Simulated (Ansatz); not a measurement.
**C: ideal shear of a crystal plane**

Theory: DFT PBE, scalar-relativistic, plane waves, PAW in Ansatz. The runs took a 420 eV cutoff, a Γ-centred 10×10×2 mesh and Gaussian smearing (0.05 eV). No spin polarisation. Energies are free energies at this smearing, counted from the undisturbed cell; pressure is positive in compression.

The undisturbed cell (relaxed at this level):

```
C
1.0
    -2.51802    0.00000    0.00000
    -1.25901   -2.18067    0.00000
     0.00000    0.00000   16.60918
C
16
Direct
  0.00000 0.00000 0.67148
  0.00000 0.00000 0.17148
  0.00000 0.00000 0.92148
  0.00000 0.00000 0.42148
  0.00000 0.00000 0.82852
  0.00000 0.00000 0.32852
  0.00000 0.00000 0.07852
  0.00000 0.00000 0.57852
  0.33333 0.33333 0.70276
  0.33333 0.33333 0.20276
  0.66667 0.66667 0.95276
  0.66667 0.66667 0.45276
  0.33333 0.33333 0.79724
  0.33333 0.33333 0.29724
  0.66667 0.66667 0.04724
  0.66667 0.66667 0.54724
```

The cut lies on the cell's a–b face, a (0 0 1) plane (indices in the standard cell, whose axes needn't be the Cartesian ones shown) of area 5.49 Å², between layers 1.57 Å apart. Vector c is tilted by f times 1·a + 0·b (length 2.518 Å) with the atoms' Cartesian places fixed: one unrelaxed fault a cell. The traction is dγ/du, the slope of γ against the slip u in Å. Some rows repeat others by symmetry and weren't run.

```
     f  γ (mJ/m²) traction (GPa)
0.0000          0             0.0
0.1000        689            54.6
0.2000       2729           106.4
0.3000       5930           144.0
0.4000       9667           143.0
0.5000      12144             0.0
0.6000       9667          -143.0
0.7000       5930          -144.0
0.8000       2729          -106.4
0.9000        689           -54.6
```

Problem. Read off the first barrier and the stress needed to climb it, and compare with Frenkel's sinusoid.

Solution. The first sampled maximum lies at f = 0.500, a slip of 1.26 Å, with γ ≈ 12144 mJ/m², which stands in for the unstable fault energy γ_us, and the steepest sampled slope before it is 144.0 GPa. A sinusoid γ = γ_us sin²(πu/λ) with its maximum there has λ = 2.52 Å and a largest slope πγ_us/λ = 151.5 GPa (1 mJ/m² per Å = 0.01 GPa).

Problem. Is there a metastable fault on this line?

Solution. Apart from points where γ returns to about zero, no local minimum shows among the samples, so at this sampling the line offers no fault for a dislocation to split on; a fault can still lie off the line.

The cut is rigid; relaxing the faces lowers these energies and usually the stresses.

The gap closes along the scan, which can put kinks into the curve.

Cost: 6 runs of about 1.7 core-minutes in all, on Intel Xeon Platinum 8488C (Sapphire Rapids) (shared hosts).